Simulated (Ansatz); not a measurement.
# Ge (Fd-3m) in Ansatz: single point with PBE0

Aim: the single point of Ge with PBE0.

Everything below comes from runs of Ansatz 0.2.0. Logs are shortened: lines on timing, memory, paths and dates and some standing lists are left out, and cuts for length are marked.

## Step 1: The crystal as given

It takes space group Fd-3m (No. 227, cubic). Conventional cell: a = 5.658 Å, b = 5.658 Å, c = 5.658 Å, α = 90.00°, β = 90.00°, γ = 90.00°. Around Ge (site symmetry -43m) lie 4 Ge at 2.45 Å.

## Step 2: Single point, PBE0, spin-orbit coupling, no magnetisation

The input, input.yaml:

```yaml
crystal:
  lattice:
    - [0.0, 2.82891, 2.82891]
    - [2.82891, 0.0, 2.82891]
    - [2.82891, 2.82891, 0.0]
  atoms:
    - { symbol: Ge, position: [0.75, 0.75, 0.75] }
    - { symbol: Ge, position: [0.5, 0.5, 0.5] }
hamiltonian:
  xc: pbe0
  pseudopotentials: { kind: paw_fr }
magnetization:
  noncollinear: true
  spin_orbit: true
kpoints:
  mp_grid: { grid: [4, 4, 4] }
scf:
  occupations: { method: fermi_dirac, width: 0.05 }
output:
  forces: true
  stress: true
  eigenvalues: true
  write_density: true
  write_potential: true
  elf: true
  volumetric_format: npy
```

Potentials or basis: Ansatz PAW.

Launch:

```
$ ansatz run input.yaml --threads 2 --pin off --max-ram 5632MiB --backend cpu --events-out ev --progress --plain --runs-dir out
```

Log:

```text
Warning: output.stress: scf.convergence.dr2_threshold = 1e-7 eV (the SCF's general default) is looser than the 2e-10 eV advised for a printed stress (1e-10 eV for each atom of the cell: 2). What an SCF threshold leaves in a stress goes as its square root, and in the free energy as the threshold itself, and one threshold admits the most on a small cell: of the crystals measured, under no hybrid functional and no lock of the moments, on runs that ended without the residual-converged pass, on stresses that held no estimate of that error, the worst erred by over 100 MPa in a component at 1e-7 eV an atom and by under 5 at 1e-10. Set scf.convergence.dr2_threshold to 2e-10 eV or tighter. The threshold is an SCF's pass mark: one that does not reach it within its budget of iterations ends unconverged, or closes short of it on a stop that the run arms, and scf.convergence.dr2_threshold's page says what that costs each kind of run
Warning: output.stress: scf.exx.energy_threshold = 1e-6 eV is looser than the 2e-8 eV advised for a stress under a hybrid functional (1e-8 eV for each atom of the cell: 2). Every SCF of the exchange loop can meet its threshold on dr2 while the loop round them stops early: no threshold on dr2 bounds what that leaves in the stress. Set scf.exx.energy_threshold to 2e-8 eV or tighter. The threshold is the loop's pass mark: a loop that does not reach it within its budget of cycles ends unconverged, and scf.exx.energy_threshold's page has the law
Warning: RAYON_NUM_THREADS=2 ignored (pool sized by the plan → 2); use --threads N
Engine: ansatz 0.2.0, x86_64-unknown-linux-gnu
Pseudopotentials: kind: paw_fr
Pseudopotential: Ge, paw_fr, valence charge 14, recommended cutoff 420 eV (normal), Ge.paw.azcp#standard-fr
Functional definition: PBE0
  parameter a = 0.25
  parameter kappa = 0.804
  parameter beta = 0.06672455060314922
  exchange = (1 - a)*pbe_x(kappa = kappa, mu = beta*pi^2/3) + a*exact_x
  correlation = pbe_c(beta = beta)
non-collinear run that drives no moment, with spin-orbit: no starting moment large enough to seed its density (crystal.atoms[].spin), no starting occupations that ask for one, no magnetisation constraint and no magnetic field, so the semilocal B_xc is pinned to zero
Crystal: 2 atoms, lattice volume = 45.278 Å³
Basis set: ecut = 420 eV, 893 PW (Γ), exchange–correlation on 54×54×54 points (8 copies of the dense FFT grid, shifted against one another)
Bands: 36, of which v1, the nominal top of the filled ones, is band 28 counted from 1 (27 counted from 0)
Symmetry: 48 space group operations + 48 with time reversal
Magnetic group: BNS 227.129 (UNI 1631), of the structure as read, at distance tolerance 3.6e-5 Å
k-points: 8 of 64
Projection manifold: j_resolved (fully-relativistic pseudo-atomic orbitals)
Non-local potential: Ge, projectors of the file, l = 0: 2, l = 1: 4, l = 2: 6, l = 3: 2
PAW form: soft (Blöchl's): semilocal exchange-correlation on the pseudo side does not see the compensation charge
PAW frozen core: Ge, regenerated for the run's functional, and the local potential with it (the file was generated under x = pbe(κ = 0.804, μ = 0.2195149727645171), c = pbe(β = 0.06672455060314922))
PAW one-centre angular grid: Ge, 590 points (default); XC on 64 Gauss nodes
Initial density: superposition of atomic densities (chi_scale 0.1, normalization cell)
Initial wavefunctions: pseudopotential atomic-orbital guess
Functional: x = pbe(κ = 0.804, μ = 0.2195149727645171), c = pbe(β = 0.06672455060314922), warm-up for x = 0.75 pbe(κ = 0.804, μ = 0.2195149727645171) + 0.25 exact, c = pbe(β = 0.06672455060314922)
SCF iter   1: F=—  HF=-8589.880956 eV  |F-HF|=—  |Δ(HF+E_count)|=         —  Δρ=3.47e-2  dr2=4.79e-1  dr2_m=0.00e0 (ungated)  ethr=1.00e-1  |M|=0.00e0 ∫|m|=0.00e0 μB  |m|>n=0.0e0 m-floor=0.0e0 τ_xc=0.0e0  β_m=0.30  ⟨swp⟩=4.0  Hψ=965  notcnv=0
preconditioner: auto → Kerker (q_TF=auto, 2.518 Å⁻¹)  [metal: Δε(μ)=0.104 eV  Ē_g=23.252 eV  σ=0.050 eV  W_gap=0.41  n_scr=14 (ndim 8)  ℏωp=29.2 eV  f_vac=0.000  D(μ)=0.51/eV (n_scr^D=0)]
spin=Noncollinear: Kerker preconditioning applied to the charge; magnetization (m_x, m_y, m_z) channels mix plain (no charge-response kernel on spin).
SCF iter   2: F=—  HF=-8589.926664 eV  |F-HF|=—  |Δ(HF+E_count)|=   4.57e-2  Δρ=2.91e-2  dr2=3.64e-1  dr2_m=0.00e0 (ungated)  ethr=1.71e-3  |M|=0.00e0 ∫|m|=0.00e0 μB  |m|>n=0.0e0 m-floor=0.0e0 τ_xc=0.0e0  β_m=0.64  ⟨swp⟩=3.2  Hψ=664  notcnv=0
iter 3 solved again at ethr=1.04e-4 eV; its pass at ethr=1.30e-3 eV (dr2=2.92e-2 eV) is discarded
SCF iter   3: F=—  HF=-8589.895340 eV  |F-HF|=—  |Δ(HF+E_count)|=   3.13e-2  Δρ=6.74e-3  dr2=2.88e-2  dr2_m=0.00e0 (ungated)  ethr=1.04e-4  |M|=0.00e0 ∫|m|=0.00e0 μB  |m|>n=0.0e0 m-floor=0.0e0 τ_xc=0.0e0  β_m=0.57  ⟨swp⟩=2.8  Hψ=1168  notcnv=0  defer=2
SCF iter   4: F=—  HF=-8589.877573 eV  |F-HF|=—  |Δ(HF+E_count)|=   1.78e-2  Δρ=5.62e-3  dr2=1.06e-2  dr2_m=0.00e0 (ungated)  ethr=1.03e-4  |M|=0.00e0 ∫|m|=0.00e0 μB  |m|>n=0.0e0 m-floor=0.0e0 τ_xc=0.0e0  β_m=0.78  ⟨swp⟩=3.0  Hψ=740  notcnv=0
SCF iter   5: F=—  HF=-8589.883869 eV  |F-HF|=—  |Δ(HF+E_count)|=   6.30e-3  Δρ=1.82e-3  dr2=3.09e-3  dr2_m=0.00e0 (ungated)  ethr=3.78e-5  |M|=0.00e0 ∫|m|=0.00e0 μB  |m|>n=0.0e0 m-floor=0.0e0 τ_xc=0.0e0  β_m=0.84  ⟨swp⟩=3.0  Hψ=751  notcnv=0
SCF iter   6: F=—  HF=-8589.885504 eV  |F-HF|=—  |Δ(HF+E_count)|=   1.63e-3  Δρ=7.19e-4  dr2=2.39e-4  dr2_m=0.00e0 (ungated)  ethr=1.10e-5  |M|=0.00e0 ∫|m|=0.00e0 μB  |m|>n=0.0e0 m-floor=0.0e0 τ_xc=0.0e0  β_m=0.92  ⟨swp⟩=3.1  Hψ=634  notcnv=0
SCF iter   7: F=—  HF=-8589.885516 eV  |F-HF|=—  |Δ(HF+E_count)|=   1.18e-5  Δρ=2.35e-4  dr2=1.53e-5  dr2_m=0.00e0 (ungated)  ethr=8.53e-7  |M|=0.00e0 ∫|m|=0.00e0 μB  |m|>n=0.0e0 m-floor=0.0e0 τ_xc=0.0e0  β_m=0.96  ⟨swp⟩=3.1  Hψ=764  notcnv=0
[... 35 lines left out ...]
SCF iter   3: F=—  HF=-8590.131020 eV  |F-HF|=—  |Δ(HF+E_count)|=   1.17e-4  Δρ=2.19e-5  dr2=3.33e-7  dr2_m=0.00e0 (ungated)  ethr=2.52e-10  |M|=0.00e0 ∫|m|=0.00e0 μB  |m|>n=0.0e0 m-floor=0.0e0 τ_xc=0.0e0  β_m=0.54  ⟨swp⟩=4.0  Hψ=904  notcnv=0
SCF iter   4: F=—  HF=-8590.131020 eV  |F-HF|=—  |Δ(HF+E_count)|=   7.23e-8  Δρ=7.50e-6  dr2=9.48e-8  dr2_m=0.00e0 (ungated)  ethr=2.52e-10  |M|=0.00e0 ∫|m|=0.00e0 μB  |m|>n=0.0e0 m-floor=0.0e0 τ_xc=0.0e0  β_m=0.66  ⟨swp⟩=3.0  Hψ=576  notcnv=0
SCF iter   5: F=—  HF=-8590.131020 eV  |F-HF|=—  |Δ(HF+E_count)|=   1.22e-9  Δρ=5.49e-6  dr2=8.78e-8  dr2_m=0.00e0 (ungated)  ethr=4.10e-11  |M|=0.00e0 ∫|m|=0.00e0 μB  |m|>n=0.0e0 m-floor=0.0e0 τ_xc=0.0e0  β_m=0.69  ⟨swp⟩=3.0  Hψ=668  notcnv=0
SCF iter   6: F=—  HF=-8590.131020 eV  |F-HF|=—  |Δ(HF+E_count)|=   4.83e-7  Δρ=6.14e-6  dr2=1.75e-8  dr2_m=0.00e0 (ungated)  ethr=1.79e-11  |M|=0.00e0 ∫|m|=0.00e0 μB  |m|>n=0.0e0 m-floor=0.0e0 τ_xc=0.0e0  β_m=0.69  ⟨swp⟩=4.2  Hψ=924  notcnv=0
SCF iter   7: F=-8590.131020 eV  HF=-8590.131020 eV  |F-HF|=8.91e-11  |Δ(HF+E_count)|=   5.40e-9  Δρ=1.69e-6  dr2=6.42e-10  dr2_m=0.00e0 (ungated)  ethr=1.79e-11  |M|=0.00e0 ∫|m|=0.00e0 μB  |m|>n=0.0e0 m-floor=0.0e0 τ_xc=0.0e0  ⟨swp⟩=3.0  Hψ=578  notcnv=0
SCF 4 converged in 7 iterations: F = -8590.131020 eV  dr2 = 6.42e-10
  Residual-converged pass: ⟨swp⟩=2.0  Hψ=494  notcnv=0  max |occ|·‖R‖ = 2.1e-6 eV (tolerance 2.4e-6 eV)  dr2=6.14e-10  dr2_m=0.00e0 (ungated)  dr2_onsite=3.80e-10  max |Δocc| = 1.6e-18
hybrid outer 3: dexx = +3.380e-7 eV, tail = 3.75e-8 eV, Δε = 1.50e-3 eV (about 5.69e-5 eV left of the loop's levels)
hybrid SCF converged: 3 outer / 16 inner (+10 warm-up), last move |dexx| = 3.38e-7 eV, tail = 3.75e-8 eV
Magnetization: |M| = 0.0000 μB,  M = (+0.0000, +0.0000, +0.0000) μB
Absolute magnetization: 0.0000 μB (∫|m|)
  site 0: m = (+0.0000, +0.0000, +0.0000) μB, |m| = 0.0000 μB  (R = 1.01 Å)
  site 1: m = (+0.0000, +0.0000, +0.0000) μB, |m| = 0.0000 μB  (R = 1.01 Å)
Free energy (F): -8590.131020 eV
Frozen-core exchange: fock
Harris-Foulkes:  -8590.131020 eV  (|F-HF|=8.91e-11)
Internal energy: -8590.131020 eV  (E = F + TS)
E sigma→0 (E₀):  -8590.131020 eV
Entropy (-TS):   -0.000000 eV (-0.000 meV/atom)
Fermi energy:    8.716426 eV
--- Per-component energies (eV) ---
  E_band       = -384.183855
  E_kinetic    = 221.912018
  E_local      = -4947.791204  (includes V_loc(G=0)·N_el)
  E_nonlocal   = 841.269929
  E_hartree    = 2176.526720
  E_xc         = -116.102733
  E_vxc        = -99.575408  (∫ρ·V_xc dr)
  E_exx        = -120.672724  (= α·E_x^exact, valence–valence)
  E_paw        = -3957.334853  (= ΣΔE_a)
  E_vpaw       = -511.709683  (= ΣTr[D̂ρ^β])
  E_aug_tail   = 0.000717  (compensation charges beyond the density's cutoff)
  E_ewald      = -2687.134708
  E_core_change = -0.804185  (= ΣΔE_core)
  E_smearing   = -0.000000  (= −TS)
  E_closure    = 0.000003  (closes the sum)
  Σ components = -8590.131020   (vs F -8590.131020, Δ=0.00e0)
--- Forces (eV/Å), atoms counted from 1 ---
  atom   1  Ge     0.00000000    -0.00000000    -0.00000000
  atom   2  Ge    -0.00000000     0.00000000    -0.00000000
  max |Σ_I F_I| component: 3.70e-17 eV/Å
--- Stress (GPa, compression-positive) ---
        0.955160      -0.000000       0.000000
       -0.000000       0.955160      -0.000000
       -0.000000       0.000000       0.955160
  P = ⅓ Tr σ = 0.9552 GPa (9.552 kbar)
--- Band table (eV; the first three rows and the last of 8) ---
  k-point 0: bands = ["-20.3293", "-20.3293", "-20.3293", "-20.3293", "-20.2674", "-20.2674", "-20.2674", "-20.2674", "-19.8126", "-19.8126", "-19.6723", "-19.6723", "-19.6723", "-19.6723", "-19.6268", "-19.6268", "-19.6268", "-19.6268", "-19.5627", "-19.5627", "-6.1967", "-6.1967", "7.7045", "7.7045", "8.0250", "8.0250", "8.0250", "8.0250", "9.5200", "9.5200", "11.6923", "11.6923", "11.9160", "11.9160", "11.9160", "11.9160"]
  k-point 1: bands = ["-20.3335", "-20.3335", "-20.3199", "-20.3199", "-20.2762", "-20.2762", "-20.2612", "-20.2612", "-19.7893", "-19.7893", "-19.7040", "-19.7040", "-19.6860", "-19.6860", "-19.6105", "-19.6105", "-19.6061", "-19.6061", "-19.5720", "-19.5720", "-5.3735", "-5.3735", "2.8527", "2.8527", "6.8709", "6.8709", "7.0769", "7.0769", "9.9788", "9.9788", "12.9295", "12.9295", "13.0671", "13.0671", "15.2224", "15.2224"]
  k-point 2: bands = ["-20.3362", "-20.3362", "-20.3046", "-20.3046", "-20.2904", "-20.2904", "-20.2564", "-20.2564", "-19.7563", "-19.7563", "-19.7358", "-19.7358", "-19.6949", "-19.6949", "-19.5987", "-19.5987", "-19.5885", "-19.5885", "-19.5881", "-19.5881", "-3.8623", "-3.8623", "-0.4467", "-0.4467", "6.2708", "6.2708", "6.4755", "6.4755", "9.4452", "9.4452", "13.0473", "13.0473", "13.1380", "13.1380", "16.5636", "16.5636"]
  k-point 7: bands = ["-20.3342", "-20.3342", "-20.3176", "-20.3176", "-20.2813", "-20.2813", "-20.2512", "-20.2512", "-19.7563", "-19.7563", "-19.7145", "-19.7145", "-19.6819", "-19.6819", "-19.6687", "-19.6687", "-19.5898", "-19.5898", "-19.5484", "-19.5484", "-1.7535", "-1.7535", "-1.7266", "-1.7266", "3.6067", "3.6067", "3.6920", "3.6920", "13.7860", "13.7860", "13.9281", "13.9281", "14.0480", "14.0480", "14.0616", "14.0616"]
```

Run time: 59 s. Hardware: 2 threads of AMD EPYC 7B13 (Zen 3), shared host; peak memory 0.94 GiB.

What came out:

```
Free energy            : -8590.1310 eV
Pressure               : 1.0 GPa
Band gap on the k mesh : 1.42 eV, indirect (least direct gap 1.50 eV)
```

Caveat: the k mesh is coarse (spacing up to 0.48 Å⁻¹), so the values aren't converged, least of all with exact exchange; the PAW data sets come from PBE, with cores solved anew for the run's functional, which leaves a small shift of forces and pressure; the thresholds are loose for stress.
